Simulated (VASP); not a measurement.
Set up this calculation in VASP 6.6.1, as the native input.

```yaml
Task: relaxation of cell and atoms
Functional: PBE
Potentials_or_basis: VASP PAW PBE potentials, release 64 (Te, Pb_d)
Cutoff: 600 eV
k_mesh: 6 × 6 × 6
Occupations: fermi-dirac, width 0.02 eV
Spin: no spin polarisation
Dipole_correction: no
Further_INCAR_settings: ALGO = Normal; EDIFF = 1e-07; IBRION = 2; EDIFFG = -0.005; NSW = 80; ISIF = 3
```

The structure of TePb lies in POSCAR:

```
TePb
1.0
    0.0000000000      3.2310000000      3.2310000000
    3.2310000000      0.0000000000      3.2310000000
    3.2310000000      3.2310000000      0.0000000000
Te Pb
1 1
Direct
    0.5000000000      0.5000000000      0.5000000000
    0.0000000000      0.0000000000      0.0000000000
```

One way to write it, as run:

INCAR

```
SYSTEM = TePb
ALGO     = Normal         ! electronic algorithm
EDIFF    = 1E-7           ! SCF threshold, eV
EDIFFG   = -0.005         ! ionic threshold
ENCUT    = 600            ! plane-wave cutoff, eV
GGA      = PE             ! functional
IBRION   = 2              ! ionic algorithm
ISIF     = 3              ! what is computed and relaxed
ISMEAR   = -1             ! smearing method
LASPH    = .True.         ! aspherical terms in the spheres
LCHARG   = .False.        ! write CHGCAR
LREAL    = .False.        ! projectors in reciprocal space
LWAVE    = .False.        ! write WAVECAR
NELM     = 80             ! most SCF steps
NSW      = 80             ! ionic steps
PREC     = Accurate       ! precision mode
SIGMA    = 0.02           ! smearing width, eV
```

KPOINTS

```
k-points
0
Gamma
  6 6 6
  0 0 0
```

Potentials or basis: VASP PAW PBE potentials, release 64 (Te, Pb_d).

The run is started by

```bash
$ cat potpaw_PBE.64/Te/POTCAR potpaw_PBE.64/Pb_d/POTCAR > POTCAR
$ mpirun -np 1 vasp_std > vasp.out
```

Results of the run:

* Relaxed volume: 35.42 Å³/atom
* Relaxed cell: a = 4.644 Å, b = 4.644 Å, c = 4.644 Å, α = 60.00°, β = 60.00°, γ = 60.00°
* Space group after relaxing (to 0.05 Å): Fm-3m (No. 225)
* Energy gained by relaxing: 10.7 meV/atom
* Ionic steps: 3
* Pressure after relaxing: 0.0 GPa
* Band gap on the k mesh: 0.83 eV, direct

Caveat: spin-orbit coupling is left out, which as a rule narrows the gap of such compounds by several tenths of an eV.

Run time: 59 s on 1 thread of Intel(R) Xeon(R) 6975P-C (Granite Rapids), with other jobs on the host, peak memory 0.24 GiB.
